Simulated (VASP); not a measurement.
# PtSe2 (P-3m1) in VASP: phonons with r2SCAN

Aim: the phonons of PtSe2 with r2SCAN.

All numbers are computed with VASP 6.6.1; they aren't measurements. Logs are shortened: lines on timing, memory, paths and dates and some standing lists are left out, and cuts for length are marked.

### 1 The crystal as given

Symmetry: P-3m1, No. 164, trigonal system. Conventional cell: a = 3.724 Å, b = 3.724 Å, c = 5.062 Å, α = 90.00°, β = 90.00°, γ = 120.00°. Pt (site symmetry -3m) has 6 Se at 2.49 Å as nearest neighbours. Around Se (site symmetry 3m) lie 3 Pt at 2.49 Å.

### 2 Phonons, r2SCAN

File POSCAR:

```
PtSe2
1.0
    3.7240000000      0.0000000000      0.0000000000
   -1.8620000000      3.2250786000      0.0000000000
    0.0000000000      0.0000000000      5.0620000000
Pt Se
1 2
Direct
    0.0000000000      0.0000000000      0.0000000000
    0.3333333300      0.6666666700      0.2500000000
    0.6666666700      0.3333333300      0.7500000000
```

File INCAR.step1:

```
SYSTEM = PtSe2
PREC     = Accurate       ! precision mode
ENCUT    = 600            ! plane-wave cutoff, eV
EDIFF    = 1E-8           ! SCF threshold, eV
ISMEAR   = 0              ! smearing method
SIGMA    = 0.02           ! smearing width, eV
LREAL    = .FALSE.        ! projectors in reciprocal space
LASPH    = .TRUE.         ! aspherical terms in the spheres
NELM     = 100            ! most SCF steps
ALGO     = Normal         ! electronic algorithm
ISIF     = 3              ! what is computed and relaxed
LWAVE    = .FALSE.        ! write WAVECAR
LCHARG   = .FALSE.        ! write CHGCAR
METAGGA  = R2SCAN         ! meta-GGA
LMIXTAU  = .TRUE.       
IBRION   = 2              ! ionic algorithm
NSW      = 40             ! ionic steps
EDIFFG   = -0.002         ! ionic threshold
```

File INCAR.step2:

```
SYSTEM = PtSe2
PREC     = Accurate       ! precision mode
ENCUT    = 600            ! plane-wave cutoff, eV
EDIFF    = 1E-8           ! SCF threshold, eV
ISMEAR   = 0              ! smearing method
SIGMA    = 0.02           ! smearing width, eV
LREAL    = .FALSE.        ! projectors in reciprocal space
LASPH    = .TRUE.         ! aspherical terms in the spheres
NELM     = 100            ! most SCF steps
ALGO     = Normal         ! electronic algorithm
ISIF     = 2              ! what is computed and relaxed
LWAVE    = .FALSE.        ! write WAVECAR
LCHARG   = .FALSE.        ! write CHGCAR
METAGGA  = R2SCAN         ! meta-GGA
LMIXTAU  = .TRUE.       
IBRION   = 6              ! ionic algorithm
NFREE    = 2            
POTIM    = 0.015          ! step
NSW      = 1              ! ionic steps
```

File KPOINTS:

```
Automatic mesh
0
G
  7 7 5
  0 0 0
```

Potentials or basis: VASP PAW PBE potentials, release 64 (Pt, Se).

Launch:

```bash
> cat potpaw_PBE.64/Pt/POTCAR potpaw_PBE.64/Se/POTCAR > POTCAR
> cp INCAR.step1 INCAR
> mpirun -np 1 vasp_std > vasp.out
> cp CONTCAR POSCAR
> cp INCAR.step2 INCAR
> mpirun -np 1 vasp_std > vasp.out
```

OUTCAR:

```text
SYSTEM = PtSe2
   PREC = Accurate
   ENCUT = 600
   EDIFF = 1E-8
   ISMEAR = 0
   LREAL = .FALSE.
   LASPH = .TRUE.
   NELM = 100
   ISIF = 2
   METAGGA = R2SCAN
   IBRION = 6
   NFREE = 2
   POTIM = 0.015
   NSW = 1

 ion  position               nearest neighbor table
   1  0.000  0.000  0.000-   2 2.52   3 2.52   2 2.52   3 2.52   3 2.52   2 2.52
   2  0.333  0.667  0.225-   1 2.52   1 2.52   1 2.52
   3  0.667  0.333  0.775-   1 2.52   1 2.52   1 2.52

  LATTYP: Found a hexagonal cell.
 ALAT       =     3.7178396083
 C/A-ratio  =     1.5692784080

  Lattice vectors:

 A1 = (   3.7178396083,  -0.0000000000,  -0.0000000000)
 A2 = (  -1.8589198041,   3.2197435443,   0.0000000000)
 A3 = (  -0.0000000000,   0.0000000000,   5.8343254217)

Analysis of symmetry for initial positions (statically):
=====================================================================
 Subroutine PRICEL returns:
 Original cell was already a primitive cell.

 Routine SETGRP: Setting up the symmetry group for a
 hexagonal supercell.

 Subroutine GETGRP returns: Found 12 space group operations
 (whereof 12 operations were pure point group operations)
 out of a pool of 24 trial point group operations.

The static configuration has the point symmetry D_3d.

Analysis of symmetry for dynamics (positions and initial velocities):
=====================================================================
 Subroutine PRICEL returns:
 Original cell was already a primitive cell.

 Routine SETGRP: Setting up the symmetry group for a
 hexagonal supercell.

 Subroutine GETGRP returns: Found 12 space group operations
 (whereof 12 operations were pure point group operations)
 out of a pool of 24 trial point group operations.

The dynamic configuration has the point symmetry D_3d.

 Subroutine INISYM returns: Found 12 space group operations
 (whereof 12 operations are pure point group operations),
 and found     1 'primitive' translations

----------------------------------------------------------------------------------------

                                     Primitive cell

  volume of cell :      69.8397

  direct lattice vectors                    reciprocal lattice vectors
     3.717839608 -0.000000000 -0.000000000     0.268973411  0.155291871  0.000000000
    -1.858919804  3.219743544  0.000000000     0.000000000  0.310583743 -0.000000000
    -0.000000000  0.000000000  5.834325422     0.000000000 -0.000000000  0.171399421

  length of vectors
     3.717839608  3.717839605  5.834325422     0.310583742  0.310583743  0.171399421

  position of ions in fractional coordinates (direct lattice)
     0.000000000  0.000000000  0.000000000
     0.333333330  0.666666670  0.224820848
     0.666666670  0.333333330  0.775179152

  ion indices of the primitive-cell ions
   primitive index   ion index
                 1           1
                 2           2
                 3           3

----------------------------------------------------------------------------------------

 KPOINTS: Automatic mesh

Automatic generation of k-mesh.
 Grid dimensions read from file:
 generate k-points for:    7    7    5

 Generating k-lattice:

  Cartesian coordinates                     Fractional coordinates (reciprocal lattice)
     0.038424773  0.022184553  0.000000000     0.142857143  0.000000000 -0.000000000
     0.000000000  0.044369106 -0.000000000    -0.000000000  0.142857143  0.000000000
     0.000000000 -0.000000000  0.034279884     0.000000000  0.000000000  0.200000000

  Length of vectors
     0.044369106  0.044369106  0.034279884

  Shift w.r.t. Gamma in fractional coordinates (k-lattice)
[... 69 lines left out ...]
   IALGO  =     38    algorithm
   IMIX   =      4    mixing-type and parameters
     AMIX     =   0.40;   BMIX     =  1.00
     AMIX_MAG =   1.60;   BMIX_MAG =  1.00
  volume/ion in A,a.u.               =      23.28       157.10
  Fermi-wavevector in a.u.,A,eV,Ry     =   1.113905  2.104975 16.881899  1.240785
  Thomas-Fermi vector in A             =   2.250495
   LORBIT       =      0    0 simple, 1 ext, 2 COOP (PROOUT), +10 PAW based schemes
   METAGGA = R2SCAN    functional components
   LHFCALC =     F    Hartree Fock is set to
   AEXX    =    0.0000 exact exchange contribution
   IVDW    =     0    specifies the selected vdW correction
   LEPSILON=     F    determine dielectric tensor
   LRPA    =     F    only Hartree local field effects (RPA)
 finite differences with symmetry
 non-spin polarized calculation
 Gauss-broadening in eV      SIGMA  =   0.02
  energy-cutoff  :      600.00
  volume of cell :       69.84
 maximum number of plane-waves:      2370
 NGX is ok and might be reduce to    30
   NGX = 15   NGY = 15   NGZ = 23

--------------------------------------- Ionic step        1  -------------------------------------------

 number of electron      21.9999997 magnetization

 Free energy of the ion-electron system (eV)
  ---------------------------------------------------
  ext. energy  EPLUGINS =         0.00000000
  ---------------------------------------------------
  free energy    TOTEN  =       -81.49848902 eV

  energy without entropy =      -81.49848902  energy(sigma->0) =      -81.49848902

------------------------ aborting loop because EDIFF is reached ----------------------------------------

  FORCE on cell =-STRESS in cart. coord.  units (eV):
  Direction    XX          YY          ZZ          XY          YZ          ZX
  --------------------------------------------------------------------------------------
  -------------------------------------------------------------------------------------
  Total        0.0058098      0.0058098      0.0067873      0.0000000      0.0000000     -0.0000000
  in kB        0.1332815      0.1332815      0.1557055      0.0000000      0.0000000     -0.0000000
  external PRESSURE =       0.1407561 kB  Pullay stress =       0.0000000 kB
[... 283 lines left out ...]
--------------------------------------- Ionic step        9  -------------------------------------------

 number of electron      21.9999997 magnetization

 Free energy of the ion-electron system (eV)
  ---------------------------------------------------
  ext. energy  EPLUGINS =         0.00000000
  ---------------------------------------------------
  free energy    TOTEN  =       -81.49731955 eV

  energy without entropy =      -81.49731955  energy(sigma->0) =      -81.49731955

 E-fermi :   4.3740     XC(G=0): -10.3593

 val. band max:        4.2520660700   @ k =   0.1429  -0.0000   0.0000
 cond. band min:       4.9971002392   @ k =   0.0000   0.2857   0.4000
 fundamental gap:      0.7450341693
 Fermi energy:         4.3739912871

 k-point     1 :       0.0000    0.0000    0.0000
  band No.  band energies     occupation
      1     -11.0243      2.00000
      2      -8.8534      2.00000
      3      -2.0652      2.00000
      4      -1.6776      2.00000
      5      -1.6776      2.00000
      6       0.6493      2.00000
      7       0.6493      2.00000
      8       2.1159      2.00000
      9       3.6791      2.00000
     10       3.6791      2.00000
     11       4.2472      2.00000
     12       6.7060      0.00000
     13       6.7060      0.00000
     14       9.1179      0.00000
[... 401 lines left out ...]
      2      -9.1895      2.00000
      3      -1.7825      2.00000
      4      -1.2729      2.00000
      5      -1.1564      2.00000
      6      -0.2873      2.00000
      7       0.4132      2.00000
      8       1.3647      2.00000
      9       2.6879      2.00000
     10       3.0119      2.00000
     11       3.0625      2.00000
     12       5.6680      0.00000
     13       6.3783      0.00000
     14       9.5846      0.00000
     15      11.2164      0.00000

 [... further k-points ...]

------------------------ aborting loop because EDIFF is reached ----------------------------------------

  FORCE on cell =-STRESS in cart. coord.  units (eV):
  Direction    XX          YY          ZZ          XY          YZ          ZX
  --------------------------------------------------------------------------------------
  -------------------------------------------------------------------------------------
  Total        0.1824863      0.1824863      0.2408679      0.0000000      0.0000000     -0.0000000
  in kB        4.1863766      4.1863766      5.5256946      0.0000000      0.0000000     -0.0000000
  external PRESSURE =       4.6328159 kB  Pullay stress =       0.0000000 kB
[... 18 lines left out ...]
  FREE ENERGIE OF THE ION-ELECTRON SYSTEM (eV)
  ---------------------------------------------------
  free  energy   TOTEN  =       -81.4973195454 eV

  energy  without entropy=      -81.4973195454  energy(sigma->0) =      -81.49731955

 INTERNAL STRAIN TENSORS FROM DISPLACED ATOMS
 ============================================

 INTERNAL STRAIN TENSOR FOR ION    1 for displacements in x,y,z  (eV/Angst):
          X           Y           Z          XY          YZ          ZX
  --------------------------------------------------------------------------------
  x     0.00000     0.00000     0.00000     0.00000     0.00000     0.00000
  y     0.00000     0.00000     0.00000     0.00000     0.00000     0.00000
  z     0.00000     0.00000     0.00000     0.00000     0.00000     0.00000

 INTERNAL STRAIN TENSOR FOR ION    3 for displacements in x,y,z  (eV/Angst):
          X           Y           Z          XY          YZ          ZX
  --------------------------------------------------------------------------------
  x    -0.00000    -0.00000    -0.00000    -5.79519    -0.00000    11.56539
  y    -5.79519     5.79519     0.00000    -0.00000    11.56538    -0.00000
  z    11.54474    11.54474    15.55861    -0.00000     0.00000    -0.00000

 Eigenvectors and eigenvalues of the dynamical matrix
 ----------------------------------------------------

   1 f  =    6.896256 THz    43.330452 2PiTHz  230.034329 cm-1    28.520609 meV
             X         Y         Z           dx          dy          dz
      0.000000  0.000000  0.000000     0.000000   -0.000000   -0.668864
     -0.000000  2.146496  1.311678    -0.000000    0.000000    0.525652
      1.858920  1.073248  4.522647    -0.000000    0.000000    0.525652
[... 43 lines left out ...]
   9 f/i=    0.000798 THz     0.005013 2PiTHz    0.026611 cm-1     0.003299 meV
             X         Y         Z           dx          dy          dz
      0.000000  0.000000  0.000000    -0.627386    0.398622    0.000000
     -0.000000  2.146496  1.311678    -0.399245    0.253668    0.000000
      1.858920  1.073248  4.522647    -0.399245    0.253668    0.000000

 ELASTIC MODULI CONTR FROM IONIC RELAXATION (kBar)
 Direction    XX          YY          ZZ          XY          YZ          ZX
 --------------------------------------------------------------------------------
 XX        -666.3497   -327.6004   -669.7633     -0.0000    338.0184      0.0000
 YY        -327.6004   -666.3497   -669.7633      0.0000   -338.0184      0.0000
 ZZ        -669.7633   -669.7633   -902.6265     -0.0000     -0.0000      0.0000
 XY          -0.0000      0.0000     -0.0000   -169.3746     -0.0000    338.0186
 YZ         338.0184   -338.0184     -0.0000     -0.0000   -674.5783      0.0000
 ZX           0.0000      0.0000      0.0000    338.0186      0.0000   -674.5792
 --------------------------------------------------------------------------------
```

Wall time 69 min (1 thread of Intel Xeon Platinum 8375C at 2.90GHz (Ice Lake), shared host); peak memory 0.43 GiB.

Results:

* Relaxed volume: 23.28 Å³/atom
* Relaxed cell: a = 3.718 Å, b = 3.718 Å, c = 5.834 Å, α = 90.00°, β = 90.00°, γ = 120.00°
* Space group after relaxing (to 0.05 Å): P-3m1 (No. 164)
* Highest phonon frequency at Γ, LO-TO splitting left out: 230 cm⁻¹

The path:
| step | energy change (eV) | largest force (eV/Å) | pressure (GPa) | volume (Å³) |
| --- | --- | --- | --- | --- |
| 1 | 0.0000 | 0.3805 | 5.04 | 60.80 |
| 2 | 0.0570 | 0.8042 | -6.59 | 66.57 |
| 3 | -0.0337 | 0.1147 | 0.03 | 62.89 |
| 4 | -0.0338 | 0.1056 | 0.12 | 62.85 |
| 5 | -0.0378 | 0.1167 | 0.13 | 63.08 |
| 6 | -0.0469 | 0.1510 | 0.19 | 63.76 |
| 7 | -0.0538 | 0.2347 | 0.44 | 65.06 |
| 8 | -0.0575 | 0.2270 | 0.20 | 65.54 |
| 9 | -0.0654 | 0.2020 | -0.44 | 67.00 |
| 10 | -0.0685 | 0.1459 | -1.39 | 69.95 |
| 11 | -0.0692 | 0.1602 | -1.10 | 68.98 |
| 12 | -0.0722 | 0.0268 | -0.28 | 69.08 |
| 13 | -0.0724 | 0.0171 | -0.01 | 69.11 |
| 14 | -0.0724 | 0.0211 | 0.02 | 69.11 |
| 15 | -0.0725 | 0.0180 | 0.04 | 69.13 |
| 16 | -0.0727 | 0.0087 | 0.07 | 69.18 |
| 17 | -0.0727 | 0.0100 | 0.15 | 69.27 |
| 18 | -0.0727 | 0.0005 | 0.11 | 69.22 |
| 19 | -0.0727 | 0.0279 | -0.09 | 69.38 |
| 20 | -0.0728 | 0.0144 | 0.01 | 69.30 |
| 21 | -0.0728 | 0.0159 | 0.00 | 69.31 |
| 22 | -0.0728 | 0.0135 | -0.01 | 69.34 |
| 23 | -0.0728 | 0.0062 | -0.02 | 69.42 |
| 24 | -0.0728 | 0.0083 | -0.05 | 69.58 |
| 25 | -0.0728 | 0.0024 | -0.03 | 69.46 |
| 26 | -0.0728 | 0.0053 | 0.03 | 69.46 |
| 27 | -0.0728 | 0.0065 | 0.04 | 69.46 |
| 28 | -0.0728 | 0.0034 | 0.03 | 69.49 |
| 29 | -0.0729 | 0.0060 | 0.00 | 69.58 |
| 30 | -0.0729 | 0.0099 | -0.01 | 69.62 |
| 31 | -0.0729 | 0.0046 | 0.03 | 69.65 |
| 32 | -0.0729 | 0.0040 | 0.04 | 69.65 |
| 33 | -0.0729 | 0.0038 | 0.02 | 69.70 |
| 34 | -0.0729 | 0.0031 | -0.01 | 69.83 |
| 35 | -0.0729 | 0.0031 | -0.01 | 69.84 |
| 36 | -0.0729 | 0.0014 | 0.01 | 69.84 |
| 37 | -0.0729 | 0.0007 | 0.01 | 69.84 |

Final structure:
```
Pt Se
1.0
     3.71784    0.00000    0.00000
    -1.85892    3.21974    0.00000
     0.00000    0.00000    5.83433
Pt Se
1 2
Direct
  0.00000 0.00000 0.00000
  0.33333 0.66667 0.22482
  0.66667 0.33333 0.77518
```

Phonon frequencies in cm⁻¹ (negative: imaginary):
```tsv
q point	frequencies
(0.000, 0.000, 0.000)	0 0 0 177 177 206 218 218 230
```

Caveat: the PAW data sets were made with another functional, which shifts forces and pressure a little. The run has no spin-orbit coupling, so splittings on Pt are missing.
